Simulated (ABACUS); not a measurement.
Input of an ABACUS 3.10.1 run:

File INPUT:

```
INPUT_PARAMETERS
suffix              FeO
calculation         scf
basis_type          lcao
pseudo_dir          ./
orbital_dir         ./
symmetry            1
dft_functional      pbe
ecutwfc             100
pseudo_rcut         10
nspin               2
nbands              23
ks_solver           genelpa
smearing_method     fd
smearing_sigma      0.00367493
scf_thr             1e-07
scf_nmax            100
mixing_type         broyden
mixing_beta         0.4
cal_force           1
cal_stress          1
out_mul             1
out_chg             1
out_pot             2
out_elf             1
```

The input STRU:

```
ATOMIC_SPECIES
Fe 55.8450 Fe.upf
O 15.9990 O.upf

NUMERICAL_ORBITAL
Fe_confined-atom_7au_3s2p2d1f.orb
O_confined-atom_6au_2s2p1d.orb

LATTICE_CONSTANT
1.8897261246

LATTICE_VECTORS
0.0000000000 2.1554000000 2.1554000000
2.1554000000 0.0000000000 2.1554000000
2.1554000000 2.1554000000 0.0000000000

ATOMIC_POSITIONS
Direct

Fe
0.0
1
0.0000000000 0.0000000000 0.0000000000 1 1 1 mag 3

O
0.0
1
0.5000000000 0.5000000000 0.5000000000 1 1 1 mag 0
```

KPT

```
K_POINTS
0
Gamma
10 10 10 0 0 0
```

Potentials or basis: Ansatz NC PBE, DZP LCAO (the cutoffs set its grid).

Launch:

```sh
$ OMP_NUM_THREADS=1 mpirun -np 4 abacus > log
```

Problem. Estimate the pressure.

Solution. -0.1 GPa.

Problem. Predict the absolute moment.

Solution. 4.01 μB per cell.

Problem. Estimate the net moment.

Solution. 4.00 μB per cell.

Caveat: the atomic orbitals were generated for these runs and aren't a published set; the basis of atomic orbitals isn't converged, which shifts pressures, moduli and gaps; a cell with one magnetic atom can't hold antiferromagnetic order, which such compounds often take; semilocal functionals often make such compounds metallic where correlation or magnetic order opens a gap, which also shifts bond lengths.

**Experimental background.**

From “W\"ustite: Electric, thermodynamic and optical properties of FeO”, 2012, arxiv:1203.1201, for a bulk crystal of FeO: band gap 2.4 eV (optical).

A measured gap of FeO is 2.4 eV (optical; quoted in “W\"ustite: Electric, thermodynamic and optical properties of FeO”, 2012, arxiv:1203.1201); the calculated 0.00 eV misses it by -2.40 eV. So large a miss can be the level of theory's own, or it may mean another phase, state or a wrong row. The value is that of PBE in an atomic basis (Ansatz NC PBE, DZP LCAO (the cutoffs set its grid)), whose error adds to the functional's, on a finite k mesh, which can miss the band edges, without temperature or zero-point motion. Semilocal functionals fall short of measured gaps as a rule. The run's magnetic order (collinear spin, ferromagnetic start) needn't be the measured crystal's.
